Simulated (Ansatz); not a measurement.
# SnGeO4: the cell at several levels of theory

How does the equilibrium cell of SnGeO4 (rutile host) depend on the functional? It is relaxed with PBE, r2SCAN and PBEsol. This is a trial cell built on a prototype, not taken from a measured structure, and it needn't be the compound's ground state.

Code: Ansatz 0.2.0. PAW datasets, plane waves, zero pressure. The cell comes from a prototype generator: it can be a known phase or a hypothetical one. Spin polarisation is off.

## (1) The structure to begin with

Space group Cmmm (No. 65), orthorhombic; conventional cell a = 6.564 Å, b = 6.564 Å, c = 3.124 Å, 11.22 Å³ an atom. Around Ge lie 6 O at 2.01–2.02 Å; around Sn lie 6 O at 2.01–2.02 Å; around O lie 1 Ge at 2.01 Å and 2 Sn at 2.02 Å; around O lie 1 Sn at 2.01 Å and 2 Ge at 2.02 Å.

Structure file:

```cif
data_structure
_symmetry_space_group_name_H-M 'Cmmm'
_symmetry_Int_Tables_number 65
_cell_length_a 6.5639
_cell_length_b 6.5639
_cell_length_c 3.1244
_cell_angle_alpha 90.000
_cell_angle_beta 90.000
_cell_angle_gamma 90.000
_cell_volume 134.61
loop_
_atom_site_label
_atom_site_type_symbol
_atom_site_symmetry_multiplicity
_atom_site_Wyckoff_symbol
_atom_site_fract_x
_atom_site_fract_y
_atom_site_fract_z
_atom_site_occupancy
Ge1 Ge 2 c 0.00000 0.50000 0.50000 1
Sn1 Sn 2 a 0.00000 0.00000 0.00000 1
O1 O 4 j 0.00000 0.19403 0.50000 1
O2 O 4 g 0.19403 0.50000 0.00000 1
```

## (2) Relaxing with PBE

input.yaml reads:

```yaml
crystal:
  lattice:
    - [3.28194133, -3.28194133, 0.0]
    - [3.28194133, 3.28194133, 0.0]
    - [0.0, 0.0, 3.12439637]
  atoms:
    - { symbol: Ge, position: [0.5, 0.5, 0.5] }
    - { symbol: Sn, position: [0.0, 0.0, 0.0] }
    - { symbol: O, position: [0.1940277, 0.1940277, 0.5] }
    - { symbol: O, position: [0.8059723, 0.8059723, 0.5] }
    - { symbol: O, position: [0.6940277, 0.3059723, 0.0] }
    - { symbol: O, position: [0.3059723, 0.6940277, 0.0] }
kpoints:
  mp_grid: { grid: [6, 6, 8] }
hamiltonian:
  xc: pbe
scf:
  occupations: { method: fermi_dirac, width: 0.02 }
relax:
  f_tol: 0.005
  cell: {}
```

Launch:

```
ansatz run input.yaml --threads 2 --pin off --max-ram 29491MiB --backend cpu --events-out ev --progress --plain --runs-dir out
```

Further steps of the session: r2SCAN: cell and atoms; Relaxation with PBEsol.

What does the calculation give? Wanted: for each run, a; b; c; volume; space group; SCF geometries.

As calculated:

```
 level  a (Å)  b (Å)  c (Å)  volume (Å³/atom)  space group  SCF geometries
   PBE  6.526  6.642  3.082            11.134         Cmmm              10
r2SCAN  6.428  6.544  3.043            10.668         Cmmm               8
PBEsol  6.451  6.560  3.056            10.777         Cmmm               9
```

**Reading.** From the start to the first minimum the volume moved by -0.7 %. The volume runs from r2SCAN (least) to PBE (most), a spread of 4.4 %, or 1.4 % in length if all axes shared it alike.
